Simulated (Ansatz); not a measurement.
Pd, 1 atom in the cell. The structure is cubic, space group Fm-3m (No. 225). The conventional cell has a = 3.893 Å, b = 3.893 Å, c = 3.893 Å, α = 90.00°, β = 90.00°, γ = 90.00°. Around Pd (site symmetry m-3m) lie 12 Pd at 2.75 Å. 

- Program: Ansatz 0.2.0
- Task: relaxation of cell and atoms
- Functional: PBE0
- Potentials or basis: Ansatz PAW
- Cutoff: 420 eV (not typed: the program's choice for these potentials)
- k mesh: 6 × 6 × 6
- Occupations: fermi-dirac, width 0.05 eV
- Spin: no spin polarisation

Potentials or basis: Ansatz PAW.

Launch:

```console
$ ansatz run input.yaml --threads 2 --pin off --max-ram 5632MiB --backend cpu --events-out ev --progress --plain --runs-dir out
```

Hardware: 2 threads of Arm Neoverse V1, on a shared host.

Task: Estimate the wall time of this run.

Result: Wall time 18 s on 2 threads of Arm Neoverse V1 (shared host), peak memory 0.54 GiB. Counts: scf iterations 69, plane waves 283, k points 16, bands 13, ion steps 4.
